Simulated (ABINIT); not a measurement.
A run of ABINIT 10.8.3 (patched build) is set up as follows.

The input run.py:

```python
import json, os
import numpy as np
from ase.eos import EquationOfState
from ase.units import GPa
from ase.calculators.mixing import SumCalculator
from dftd3.ase import DFTD3
from ase.calculators.abinit import Abinit, AbinitProfile
from ase import Atoms

atoms = Atoms(['Ti', 'C'],
              cell=[[0.0, 2.1657188437, 2.1657188437], [2.1657188437, 0.0, 2.1657188437], [2.1657188437, 2.1657188437, 0.0]],
              scaled_positions=[[0.0, 0.0, 0.0], [0.5, 0.5, 0.5]],
              pbc=True)

profile = AbinitProfile(command='abinit', pp_paths=[os.path.abspath('pseudos')])
params = dict(
    pps='pawxml', xc='PBE',
    ecut=517.0163,
    pawecutdg=1034.0327,
    kptopt=1,
    ngkpt=[11, 11, 11],
    nshiftk=1,
    shiftk=[0.0, 0.0, 0.0],
    ixc=15,
    nband=12,
    occopt=3,
    tsmear=0.05,
    nstep=100,
    tolvrs=1e-09,
    prtwf=0,
    prtden=0,
)

cell0 = atoms.cell.copy()
volumes, energies = [], []
for i, x in enumerate([0.94, 0.96, 0.98, 1.0, 1.02, 1.04, 1.06]):
    atoms.set_cell(cell0 * x ** (1 / 3), scale_atoms=True)
    atoms.calc = SumCalculator([Abinit(profile=profile, directory=f'v{i}', **params), DFTD3(method='rpbe', damping='d3zero')])
    volumes.append(atoms.get_volume() / len(atoms))
    dft, disp = atoms.calc.mixer.calcs
    energies.append((dft.get_property('free_energy', atoms) + disp.get_property('energy', atoms)) / len(atoms))
    print(f'{x:5.2f} {volumes[-1]:10.5f} A^3/atom {energies[-1]:14.6f} eV/atom', flush=True)
    json.dump(dict(volumes=volumes, energies=energies), open('results.json', 'w'))
v0, e0, b0 = EquationOfState(volumes, energies, eos='vinet').fit()
print(f'V0 {v0:.4f} A^3/atom  E0 {e0:.6f} eV/atom  B0 {b0 / GPa:.2f} GPa')
```

Potentials or basis: JTH PAW PBE v2.0.

Launch:

```bash
$ python run.py
```

Question: Estimate the bulk modulus.

Answer: 250 GPa.

Question: Estimate the equilibrium volume.

Answer: 10.04 Å³/atom.

Question: Predict the pressure derivative of the bulk modulus.

Answer: 5.0 (rough: it moves with the points fitted).

Energy against volume, from the lowest point:
```
volume (Å³/atom)  energy (meV/atom)
           9.548              20.28
           9.752               6.39
           9.955               0.00
          10.158               0.36
          10.361               6.85
          10.564              18.60
          10.767              34.96
```

Caveat: pressures at fixed basis lie under the slope of the energies; the log and the count of SCF iterations are those of the last ABINIT call alone; the PAW data sets were made with another functional, which shifts forces and pressure a little.
